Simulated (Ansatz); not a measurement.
## Residual resistivity of an alloy: Re(0001) with 2 layers of random Re-W, 2x2

How strongly does chemical disorder scatter in Re(0001) with 2 layers of random Re-W, 2x2?

Calculated with Ansatz 0.2.0; Ansatz plane-wave DFT, PBE, PAW files; ballistic transport by layer matching (Landauer), zero bias; PAW set soft_1.

## 1. Starting point

The cell holds 48 atoms: 42 Re and 6 W. Cell: a = 5.522 Å, b = 5.522 Å, c = 26.749 Å, α = 90.0°, β = 90.0°, γ = 120.0°. It derives from Re. Regions: lead, 40 atoms (40 Re); scattering region, 8 atoms (6 W and 2 Re). The structure is stacked along c, and the current runs across the ab planes.

## 2. With 2 alloy layers

In 2 layers a share of 0.75 of the sites is given to W at random. The layers about the cell's end stay perfect and serve as the lead. Energies from -0.05 to 0.05 eV in steps of 0.05 eV are too few for the program's thermal sum, so it prints no conductance; for a metal the transmission near the Fermi level serves, at a fraction of the cost.

Contents of input.yaml:

```yaml
crystal:
  lattice:
    - [5.5216, 0.0, 0.0]
    - [-2.7608, 4.7818458695, 0.0]
    - [0.0, 0.0, 26.7492]
  atoms:
    - { symbol: Re, position: [0.1666666667, 0.3333333333, 0.0416666667] }
    - { symbol: Re, position: [0.1666666667, 0.8333333333, 0.0416666667] }
    - { symbol: Re, position: [0.6666666667, 0.3333333333, 0.0416666667] }
    - { symbol: Re, position: [0.6666666667, 0.8333333333, 0.0416666667] }
    - { symbol: Re, position: [0.3333333333, 0.1666666667, 0.125] }
    - { symbol: Re, position: [0.3333333333, 0.6666666667, 0.125] }
    - { symbol: Re, position: [0.8333333333, 0.1666666667, 0.125] }
    - { symbol: Re, position: [0.8333333333, 0.6666666667, 0.125] }
    - { symbol: Re, position: [0.1666666667, 0.3333333333, 0.2083333333] }
    - { symbol: Re, position: [0.1666666667, 0.8333333333, 0.2083333333] }
    - { symbol: Re, position: [0.6666666667, 0.3333333333, 0.2083333333] }
    - { symbol: Re, position: [0.6666666667, 0.8333333333, 0.2083333333] }
    - { symbol: Re, position: [0.3333333333, 0.1666666667, 0.2916666667] }
    - { symbol: Re, position: [0.3333333333, 0.6666666667, 0.2916666667] }
    - { symbol: Re, position: [0.8333333333, 0.1666666667, 0.2916666667] }
    - { symbol: Re, position: [0.8333333333, 0.6666666667, 0.2916666667] }
    - { symbol: Re, position: [0.1666666667, 0.3333333333, 0.375] }
    - { symbol: Re, position: [0.1666666667, 0.8333333333, 0.375] }
    - { symbol: Re, position: [0.6666666667, 0.3333333333, 0.375] }
    - { symbol: Re, position: [0.6666666667, 0.8333333333, 0.375] }
    - { symbol: W, position: [0.3333333333, 0.1666666667, 0.4583333333] }
    - { symbol: Re, position: [0.3333333333, 0.6666666667, 0.4583333333] }
    - { symbol: W, position: [0.8333333333, 0.1666666667, 0.4583333333] }
    - { symbol: W, position: [0.8333333333, 0.6666666667, 0.4583333333] }
    - { symbol: Re, position: [0.1666666667, 0.3333333333, 0.5416666667] }
    - { symbol: W, position: [0.1666666667, 0.8333333333, 0.5416666667] }
    - { symbol: W, position: [0.6666666667, 0.3333333333, 0.5416666667] }
    - { symbol: W, position: [0.6666666667, 0.8333333333, 0.5416666667] }
    - { symbol: Re, position: [0.3333333333, 0.1666666667, 0.625] }
    - { symbol: Re, position: [0.3333333333, 0.6666666667, 0.625] }
    - { symbol: Re, position: [0.8333333333, 0.1666666667, 0.625] }
    - { symbol: Re, position: [0.8333333333, 0.6666666667, 0.625] }
    - { symbol: Re, position: [0.1666666667, 0.3333333333, 0.7083333333] }
    - { symbol: Re, position: [0.1666666667, 0.8333333333, 0.7083333333] }
    - { symbol: Re, position: [0.6666666667, 0.3333333333, 0.7083333333] }
    - { symbol: Re, position: [0.6666666667, 0.8333333333, 0.7083333333] }
    - { symbol: Re, position: [0.3333333333, 0.1666666667, 0.7916666667] }
    - { symbol: Re, position: [0.3333333333, 0.6666666667, 0.7916666667] }
    - { symbol: Re, position: [0.8333333333, 0.1666666667, 0.7916666667] }
    - { symbol: Re, position: [0.8333333333, 0.6666666667, 0.7916666667] }
    - { symbol: Re, position: [0.1666666667, 0.3333333333, 0.875] }
    - { symbol: Re, position: [0.1666666667, 0.8333333333, 0.875] }
    - { symbol: Re, position: [0.6666666667, 0.3333333333, 0.875] }
    - { symbol: Re, position: [0.6666666667, 0.8333333333, 0.875] }
    - { symbol: Re, position: [0.3333333333, 0.1666666667, 0.9583333333] }
    - { symbol: Re, position: [0.3333333333, 0.6666666667, 0.9583333333] }
    - { symbol: Re, position: [0.8333333333, 0.1666666667, 0.9583333333] }
    - { symbol: Re, position: [0.8333333333, 0.6666666667, 0.9583333333] }
kpoints:
  mp_grid: { grid: [5, 5, 1] }
hamiltonian:
  xc: pbe
  pseudopotentials: { kind: paw, azcp: { folder: soft_1 } }
scf:
  occupations: { method: fermi_dirac, width: 0.1 }
output:
  transmission:
    leads: [[0, 8]]
    kmesh: [10, 10]
    e_range: [-0.05, 0.05]
    de: 0.05
  write_potential: true
  write_density: true
  volumetric_format: npy
```

Launch:

```
ansatz run input.yaml --threads 4 --pin off --max-ram 15360MiB --backend cpu --events-out ev --progress --plain --runs-dir out
```

Numbers of over 12 decimals in the logs are rounded to 6 here.

Output:

```text
Engine: ansatz 0.2.0, x86_64-unknown-linux-gnu
Pseudopotentials: kind: paw
Pseudopotential: Re, paw, valence charge 15, recommended cutoff 420 eV (normal), soft_1/Re.paw.azcp
Pseudopotential: W, paw, valence charge 14, recommended cutoff 420 eV (normal), soft_1/W.paw.azcp
Functional definition: PBE
  parameter kappa = 0.804
  parameter beta = 0.066725
  exchange = pbe_x(kappa = kappa, mu = beta*pi^2/3)
  correlation = pbe_c(beta = beta)
Crystal: 48 atoms, lattice volume = 706.271 Å³
Basis set: ecut = 420 eV, 13787 PW (Γ)
Bands: 429, of which v1, the nominal top of the filled ones, is band 357 counted from 1 (356 counted from 0)
Symmetry: 4 space group operations
Space group: C2/m (ITA 12), of the structure as read, at distance tolerance 8.9e-5 Å
k-points: 9 of 25
Non-local potential: Re, projectors of the file, l = 0: 3, l = 1: 2, l = 2: 2, l = 3: 1
Non-local potential: W, projectors of the file, l = 0: 3, l = 1: 2, l = 2: 2, l = 3: 1
PAW form: soft (Blöchl's): semilocal exchange-correlation on the pseudo side does not see the compensation charge
PAW one-centre angular grid: Re, 590 points (default); XC on 64 Gauss nodes
PAW one-centre angular grid: W, 590 points (default); XC on 64 Gauss nodes
Initial density: superposition of atomic densities (chi_scale 0.1, normalization cell, long waves of neutral atoms (reshape's long-wave potential 11.26 eV rms, cloud 3.13 Å wide))
Initial wavefunctions: pseudopotential atomic-orbital guess
Functional: x = pbe(κ = 0.804, μ = 0.219515), c = pbe(β = 0.066725)
SCF iter   1: F=—  HF=-518853.066041 eV  |F-HF|=—  |Δ(HF+E_count)|=         —  Δρ=9.12e-2  dr2=1.16e3  ethr=3.10e-3  ⟨swp⟩=5.0  Hψ=11556  notcnv=0
preconditioner: auto → Kerker (q_TF=auto, 2.733 Å⁻¹)  [metal: Δε(μ)=0.008 eV  Ē_g=5.705 eV  σ=0.100 eV  W_gap=0.02  n_scr=268 (ndim 8)  ℏωp=25.4 eV  f_vac=0.000  D(μ)=36.63/eV (n_scr^D=344)]
SCF iter   2: F=—  HF=-518831.233781 eV  |F-HF|=—  |Δ(HF+E_count)|=    2.18e1  Δρ=5.16e-2  dr2=3.11e2  ethr=3.10e-3  ⟨swp⟩=2.0  Hψ=5613  notcnv=0  defer=171
SCF iter   3: F=—  HF=-518822.557234 eV  |F-HF|=—  |Δ(HF+E_count)|=    8.68e0  Δρ=9.93e-3  dr2=1.15e1  ethr=3.10e-3  ⟨swp⟩=3.7  Hψ=10475  notcnv=0  defer=167
SCF iter   4: F=—  HF=-518822.448577 eV  |F-HF|=—  |Δ(HF+E_count)|=   1.09e-1  Δρ=5.22e-3  dr2=2.31e0  ethr=1.61e-3  ⟨swp⟩=2.2  Hψ=4045  notcnv=0  defer=161
SCF iter   5: F=—  HF=-518822.383752 eV  |F-HF|=—  |Δ(HF+E_count)|=   6.48e-2  Δρ=1.63e-3  dr2=2.08e-1  ethr=3.24e-4  ⟨swp⟩=1.0  Hψ=3700  notcnv=0  defer=161
SCF iter   6: F=—  HF=-518822.376036 eV  |F-HF|=—  |Δ(HF+E_count)|=   7.72e-3  Δρ=4.79e-4  dr2=1.12e-2  ethr=2.91e-5  ⟨swp⟩=1.0  Hψ=3700  notcnv=0  defer=161
SCF iter   7: F=—  HF=-518822.375515 eV  |F-HF|=—  |Δ(HF+E_count)|=   5.20e-4  Δρ=6.05e-5  dr2=1.28e-4  ethr=1.57e-6  ⟨swp⟩=1.9  Hψ=4424  notcnv=0  defer=161
SCF iter   8: F=—  HF=-518822.375509 eV  |F-HF|=—  |Δ(HF+E_count)|=   6.54e-6  Δρ=1.14e-5  dr2=4.46e-6  ethr=1.79e-8  ⟨swp⟩=2.0  Hψ=5066  notcnv=0  defer=161
SCF iter   9: F=—  HF=-518822.376685 eV  |F-HF|=—  |Δ(HF+E_count)|=   1.18e-3  Δρ=1.90e-6  dr2=9.78e-8  ethr=1.40e-11  ⟨swp⟩=8.7  Hψ=12620  notcnv=0
SCF iter  10: F=-518822.376685 eV  HF=-518822.376685 eV  |F-HF|=2.91e-10  |Δ(HF+E_count)|=   6.40e-9  Δρ=2.75e-7  dr2=5.63e-10  ethr=1.37e-11  ⟨swp⟩=1.0  Hψ=8908  notcnv=0
SCF 1 converged in 10 iterations: F = -518822.376685 eV  dr2 = 5.63e-10
  greatest PAW one-centre occupation: 1.000 electrons in one spin orbital (limit 2), on the Re atom at site 24 (counted from 0), in its partial waves of l = 0
transmission: 158 of 1550 steps passed
transmission: 311 of 1550 steps passed
[...]
transmission: 1550 of 1550 steps passed
SCF converged after 10 iterations
Free energy (F): -518822.376685 eV
Harris-Foulkes:  -518822.376685 eV  (|F-HF|=2.91e-10)
Internal energy: -518821.006499 eV  (E = F + TS)
E sigma→0 (E₀):  -518821.691592 eV
Entropy (-TS):   -1.370186 eV (-28.546 meV/atom)
Fermi energy:    24.022257 eV
--- Per-component energies (eV) ---
  E_band       = -3307.191972
  E_kinetic    = 24545.051974
  E_local      = -35788.657314  (includes V_loc(G=0)·N_el)
  E_nonlocal   = 3218.263523
  E_hartree    = 12830.461330
  E_xc         = -16598.979183
  E_vxc        = -13594.916053  (∫ρ·V_xc dr)
  E_paw        = -417065.349499  (= ΣΔE_a)
  E_vpaw       = -7347.860657  (= ΣTr[D̂ρ^β])
  E_aug_tail   = 0.003014  (compensation charges beyond the density's cutoff)
  E_ewald      = -89961.800344
  E_smearing   = -1.370186  (= −TS)
  E_closure    = 0.000000  (closes the sum)
  Σ components = -518822.376685   (vs F -518822.376685, Δ=0.00e0)
--- Band table (eV; the first three rows and the last of 9) ---
  k-point 0: bands = [... 353 lower, 24.5217, 24.5258, 24.5467, 24.5940, 24.6281, 24.6894, 24.6898, 24.7153, ... 68 higher]
  k-point 1: bands = [... 353 lower, 24.1407, 24.1548, 24.1924, 24.2304, 24.2458, 24.2854, 24.4117, 24.4144, ... 68 higher]
  k-point 2: bands = [... 353 lower, 23.5914, 23.6174, 23.7378, 23.7467, 23.7756, 23.8793, 23.9588, 24.0074, ... 68 higher]
  k-point 8: bands = [... 353 lower, 23.6859, 23.7038, 23.7185, 23.8078, 23.8246, 23.9621, 24.0341, 24.1004, ... 68 higher]
--- Transmission ---
  basis      : 235 plane waves across, 50 finite elements along
  points     : 31, standing for a mesh of 10 x 10
  energies   : 3 from -0.050000 to 0.050000 eV about the Fermi level, 0.050000 eV apart; the leads are filled to 0.000000 eV, and channels, transmission and decay are at 0.000000 eV
  crystal 0  : Re8, at the sites [0, 8], period 4.4582 Å, over 22.29 Å; its Hamiltonian steps by up to 15.4 meV
    offset         : up to 0.0000 Å between an atom of the period and one for which it stands
    channels       : 5.380000e0 a spin
    conductance    : none, the energies end too early or step too widely for 300 K: set another output.transmission.e_range or a lower de, or, where they end at an eighth of basis.ecutwfc, a higher one
  junction   : crystal 0 to crystal 0, 0.70 to 22.99 Å
    transmission   : 3.691880e0 a spin
    conductance    : none, the energies end too early or step too widely for 300 K: set another output.transmission.e_range or a lower de, or, where they end at an eighth of basis.ecutwfc, a higher one
```

The job ended after 3 min (4 threads of Intel Xeon Platinum 8488C (Sapphire Rapids), shared host; peak memory 5.9 GiB).

Numbers from this step:

```yaml
free_energy: -518822.3767 eV
energy_at_zero_smearing: -518821.6916 eV
fermi_energy: 24.02 eV
cell_area: 26.40 Å²
transmission_per_spin_nearest_the_fermi_level: 3.692
open_channels_per_spin_nearest_the_fermi_level: 5.38
step_of_the_lead_s_potential: 15.4 meV
```

Per spin. Table of transmission, zone mean by energy, zero at the Fermi level:

```tsv
energy (eV)	transmission, zone mean
-0.0500	3.56
0.0000	3.69
0.0500	3.81
```

Per spin. The open channels, zone mean, lead by energy, zero at the Fermi level:

```tsv
energy (eV)	open channels, zone mean, lead
-0.0500	5.32
0.0000	5.38
0.0500	5.14
```

Transmission over k1 and k2. At 0.0000 eV from the Fermi level.

Ten even steps from '_' (1.84) to '@' (8.63):
```
..::______::....__..
____........________
____..##@@##..____..
..__..@@@@@@@@..__..
::::..##@@@@@@##..::
....__..@@@@@@@@..__
__..____..##@@##..__
__________........__
....__....::______::
::..____..::..____..
```
Columns: k1 (b1) from -0.5 to 0.4; rows upwards: k2 (b2) from -0.5 to 0.4.

Open channels over k1 and k2. At 0.0000 eV from the Fermi level.

Ten even steps from '0' (3.0) to '9' (11.0):
```
1310131111
2111111211
2018881021
1118998111
1318989813
1111899811
2120188810
2112111111
1111131013
1122111221
```
Columns: k1 (b1) from -0.5 to 0.4; rows upwards: k2 (b2) from -0.5 to 0.4.

Over the solved energies the transmission per spin lies between 3.56 and 3.81, out of 5.28 channels of the lead on average (up to 5.38).

## 3. With 6 alloy layers

In 6 layers a share of 0.75 of the sites is given to W at random. A fresh draw is used; the growth of the resistance with length is what counts.

System of this step: Re(0001) with 6 layers of random Re-W, 2x2. The cell holds 64 atoms: 46 Re and 18 W. Cell: a = 5.522 Å, b = 5.522 Å, c = 35.666 Å, α = 90.0°, β = 90.0°, γ = 120.0°. It derives from Re. Regions: lead, 40 atoms (40 Re); scattering region, 24 atoms (6 Re and 18 W). The structure is stacked along c, and the current runs across the ab planes.

Contents of input.yaml:

```yaml
crystal:
  lattice:
    - [5.5216, 0.0, 0.0]
    - [-2.7608, 4.7818458695, 0.0]
    - [0.0, 0.0, 35.6656]
  atoms:
    - { symbol: Re, position: [0.1666666667, 0.3333333333, 0.03125] }
    - { symbol: Re, position: [0.1666666667, 0.8333333333, 0.03125] }
    - { symbol: Re, position: [0.6666666667, 0.3333333333, 0.03125] }
    - { symbol: Re, position: [0.6666666667, 0.8333333333, 0.03125] }
    - { symbol: Re, position: [0.3333333333, 0.1666666667, 0.09375] }
    - { symbol: Re, position: [0.3333333333, 0.6666666667, 0.09375] }
    - { symbol: Re, position: [0.8333333333, 0.1666666667, 0.09375] }
    - { symbol: Re, position: [0.8333333333, 0.6666666667, 0.09375] }
    - { symbol: Re, position: [0.1666666667, 0.3333333333, 0.15625] }
    - { symbol: Re, position: [0.1666666667, 0.8333333333, 0.15625] }
    - { symbol: Re, position: [0.6666666667, 0.3333333333, 0.15625] }
    - { symbol: Re, position: [0.6666666667, 0.8333333333, 0.15625] }
    - { symbol: Re, position: [0.3333333333, 0.1666666667, 0.21875] }
    - { symbol: Re, position: [0.3333333333, 0.6666666667, 0.21875] }
    - { symbol: Re, position: [0.8333333333, 0.1666666667, 0.21875] }
    - { symbol: Re, position: [0.8333333333, 0.6666666667, 0.21875] }
    - { symbol: Re, position: [0.1666666667, 0.3333333333, 0.28125] }
    - { symbol: Re, position: [0.1666666667, 0.8333333333, 0.28125] }
    - { symbol: Re, position: [0.6666666667, 0.3333333333, 0.28125] }
    - { symbol: Re, position: [0.6666666667, 0.8333333333, 0.28125] }
    - { symbol: Re, position: [0.3333333333, 0.1666666667, 0.34375] }
    - { symbol: W, position: [0.3333333333, 0.6666666667, 0.34375] }
    - { symbol: W, position: [0.8333333333, 0.1666666667, 0.34375] }
    - { symbol: Re, position: [0.8333333333, 0.6666666667, 0.34375] }
    - { symbol: W, position: [0.1666666667, 0.3333333333, 0.40625] }
    - { symbol: Re, position: [0.1666666667, 0.8333333333, 0.40625] }
    - { symbol: W, position: [0.6666666667, 0.3333333333, 0.40625] }
    - { symbol: W, position: [0.6666666667, 0.8333333333, 0.40625] }
    - { symbol: W, position: [0.3333333333, 0.1666666667, 0.46875] }
    - { symbol: W, position: [0.3333333333, 0.6666666667, 0.46875] }
    - { symbol: Re, position: [0.8333333333, 0.1666666667, 0.46875] }
    - { symbol: W, position: [0.8333333333, 0.6666666667, 0.46875] }
    - { symbol: W, position: [0.1666666667, 0.3333333333, 0.53125] }
    - { symbol: W, position: [0.1666666667, 0.8333333333, 0.53125] }
    - { symbol: W, position: [0.6666666667, 0.3333333333, 0.53125] }
    - { symbol: W, position: [0.6666666667, 0.8333333333, 0.53125] }
    - { symbol: W, position: [0.3333333333, 0.1666666667, 0.59375] }
    - { symbol: Re, position: [0.3333333333, 0.6666666667, 0.59375] }
    - { symbol: W, position: [0.8333333333, 0.1666666667, 0.59375] }
    - { symbol: Re, position: [0.8333333333, 0.6666666667, 0.59375] }
    - { symbol: W, position: [0.1666666667, 0.3333333333, 0.65625] }
    - { symbol: W, position: [0.1666666667, 0.8333333333, 0.65625] }
    - { symbol: W, position: [0.6666666667, 0.3333333333, 0.65625] }
    - { symbol: W, position: [0.6666666667, 0.8333333333, 0.65625] }
    - { symbol: Re, position: [0.3333333333, 0.1666666667, 0.71875] }
    - { symbol: Re, position: [0.3333333333, 0.6666666667, 0.71875] }
    - { symbol: Re, position: [0.8333333333, 0.1666666667, 0.71875] }
    - { symbol: Re, position: [0.8333333333, 0.6666666667, 0.71875] }
    - { symbol: Re, position: [0.1666666667, 0.3333333333, 0.78125] }
    - { symbol: Re, position: [0.1666666667, 0.8333333333, 0.78125] }
    - { symbol: Re, position: [0.6666666667, 0.3333333333, 0.78125] }
    - { symbol: Re, position: [0.6666666667, 0.8333333333, 0.78125] }
    - { symbol: Re, position: [0.3333333333, 0.1666666667, 0.84375] }
    - { symbol: Re, position: [0.3333333333, 0.6666666667, 0.84375] }
    - { symbol: Re, position: [0.8333333333, 0.1666666667, 0.84375] }
    - { symbol: Re, position: [0.8333333333, 0.6666666667, 0.84375] }
    - { symbol: Re, position: [0.1666666667, 0.3333333333, 0.90625] }
    - { symbol: Re, position: [0.1666666667, 0.8333333333, 0.90625] }
    - { symbol: Re, position: [0.6666666667, 0.3333333333, 0.90625] }
    - { symbol: Re, position: [0.6666666667, 0.8333333333, 0.90625] }
    - { symbol: Re, position: [0.3333333333, 0.1666666667, 0.96875] }
    - { symbol: Re, position: [0.3333333333, 0.6666666667, 0.96875] }
    - { symbol: Re, position: [0.8333333333, 0.1666666667, 0.96875] }
    - { symbol: Re, position: [0.8333333333, 0.6666666667, 0.96875] }
kpoints:
  mp_grid: { grid: [5, 5, 1] }
hamiltonian:
  xc: pbe
  pseudopotentials: { kind: paw, azcp: { folder: soft_1 } }
scf:
  occupations: { method: fermi_dirac, width: 0.1 }
output:
  transmission:
    leads: [[0, 8]]
    kmesh: [10, 10]
    e_range: [-0.05, 0.05]
    de: 0.05
  write_potential: true
  write_density: true
  volumetric_format: npy
```

Output:

```text
[...]
Crystal: 64 atoms, lattice volume = 941.695 Å³
Basis set: ecut = 420 eV, 18377 PW (Γ)
Bands: 566, of which v1, the nominal top of the filled ones, is band 471 counted from 1 (470 counted from 0)
Symmetry: 1 space group operations
[...]
k-points: 13 of 25 (time reversal used)
[...]
SCF iter   1: F=—  HF=-686952.916278 eV  |F-HF|=—  |Δ(HF+E_count)|=         —  Δρ=8.46e-2  dr2=1.53e3  ethr=3.10e-3  ⟨swp⟩=5.0  Hψ=21947  notcnv=0
[...]
SCF iter  10: F=-686922.157908 eV  HF=-686922.157908 eV  |F-HF|=1.86e-9  |Δ(HF+E_count)|=   6.05e-9  Δρ=1.77e-7  dr2=1.80e-9  ethr=1.06e-11  ⟨swp⟩=8.4  Hψ=14472  notcnv=0
SCF 1 converged in 10 iterations: F = -686922.157908 eV  dr2 = 1.80e-9
[...]
transmission: 329 of 3276 steps passed
transmission: 656 of 3276 steps passed
[...]
transmission: 3276 of 3276 steps passed
SCF converged after 10 iterations
Free energy (F): -686922.157908 eV
[...]
Internal energy: -686920.159066 eV  (E = F + TS)
E sigma→0 (E₀):  -686921.158487 eV
Entropy (-TS):   -1.998842 eV (-31.232 meV/atom)
Fermi energy:    23.992555 eV
[...]
--- Band table (eV; the first three rows and the last of 13) ---
  k-point 0: bands = [... 467 lower, 24.2884, 24.5751, 24.5812, 24.6018, 24.6342, 24.6477, 24.7170, 24.7580, ... 91 higher]
  k-point 1: bands = [... 467 lower, 24.1777, 24.1835, 24.2020, 24.2226, 24.2370, 24.2509, 24.2889, 24.3460, ... 91 higher]
  k-point 2: bands = [... 467 lower, 23.7472, 23.7785, 23.7992, 23.8087, 23.8786, 23.8932, 23.8966, 23.9318, ... 91 higher]
  k-point 12: bands = [... 467 lower, 23.7332, 23.7617, 23.7690, 23.7993, 23.8827, 23.9210, 23.9348, 23.9554, ... 91 higher]
--- Transmission ---
  basis      : 235 plane waves across, 63 finite elements along
  points     : 52, standing for a mesh of 10 x 10
[...]
channels       : 5.380000e0 a spin
[...]
junction   : crystal 0 to crystal 0, 0.70 to 31.91 Å
    transmission   : 3.170482e0 a spin
[...]
```

The job ended after 8.7 min (4 threads; peak memory 10 GiB; 32 min of CPU time).

Numbers from this step:

```yaml
free_energy: -686922.1579 eV
energy_at_zero_smearing: -686921.1585 eV
fermi_energy: 23.99 eV
transmission_per_spin_nearest_the_fermi_level: 3.170
step_of_the_lead_s_potential: 16 meV
```

Per spin. Transmission, zone mean against energy, zero at the Fermi level:

```tsv
energy (eV)	transmission, zone mean
-0.0500	3.00
0.0000	3.17
0.0500	3.14
```

Over the solved energies the transmission per spin lies between 3.00 and 3.17, out of 5.26 channels of the lead on average (up to 5.38).

(Continued in part 2 of 2.)

[Logs are printed without paths, hosts, clocks, repeated set-up lines and the standing remarks that a program may print on its own settings, such as how far it seeks lower states.]

[Hosts, paths, dates, database ids (printed as entryN), source tags and the programs' standing remarks are cut or masked in the printed files.]
